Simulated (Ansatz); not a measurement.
# Ta: the cost of one run

Method: DFT PBEsol, scalar-relativistic, plane waves, PAW, in Ansatz 0.2.0.

1 further run of the same task is left out (set aside as unsound or not needed).

### 1 The starting structure

The structure is hexagonal, space group P6_3/mmc (No. 194). The conventional cell has a = 2.867 Å, b = 2.867 Å, c = 5.091 Å, α = 90.00°, β = 90.00°, γ = 120.00°. Ta (site symmetry -6m2) has 12 Ta at 2.87 to 3.04 Å in its first shell of neighbours.

As a file:

```cif
data_structure
_symmetry_space_group_name_H-M 'P 1'
_symmetry_Int_Tables_number 1
_cell_length_a 2.8669
_cell_length_b 2.8669
_cell_length_c 5.0914
_cell_angle_alpha 90.000
_cell_angle_beta 90.000
_cell_angle_gamma 120.000
_cell_volume 36.24
loop_
_atom_site_label
_atom_site_type_symbol
_atom_site_fract_x
_atom_site_fract_y
_atom_site_fract_z
_atom_site_occupancy
Ta1 Ta 0.66667 0.33333 0.75000 1
Ta2 Ta 0.33333 0.66667 0.25000 1
```

It goes back to an entry of the Materials Project, which need not be the stable form.

This cell was relaxed beforehand with the same method: volume 18.12 Å³/atom, gap on the mesh none (metal).

### 2 The reference cell

Reference values: F = -19612.4237 eV; pressure -0.27 GPa; largest force 0.000 eV/Å; gap on the mesh none (metal). It was computed beforehand with the settings of the runs below.

### 3 The disturbance

Atom 2 moved 0.06 Å. Displacements in the unstrained cell, with the mean shift removed:

```csv
atom,ux (Å),uy (Å),uz (Å)
Ta1,0.015,0.024,-0.010
Ta2,-0.015,-0.024,0.010
```

### 4 Single point of the disturbed structure

Input file input.yaml:

```yaml
crystal:
  lattice:
    - [2.866935449, 0.0, 0.0]
    - [-1.4334677245, 2.4828389298, 0.0]
    - [0.0, 0.0, 5.0914149191]
  atoms:
    - { symbol: Ta, position: [0.6767589124, 0.3429017511, 0.7479967129] }
    - { symbol: Ta, position: [0.3232410876, 0.6570982489, 0.2520032871] }
basis:
  ecutwfc: 420
kpoints:
  mp_grid: { grid: [12, 12, 8] }
hamiltonian:
  xc: pbesol
scf:
  occupations: { method: gaussian, width: 0.15 }
output:
  forces: true
  stress: true
  eigenvalues: true
```

The run is started by

```console
ansatz run input.yaml --threads 2 --pin off --max-ram 5120MiB --backend cpu --events-out ev --progress --plain --runs-dir out
```

Q: Estimate wall time and peak memory on 2 threads of Intel Xeon Platinum 8488C (Sapphire Rapids), shared host.

About 5.5 s, with a peak of 0.61 GiB.
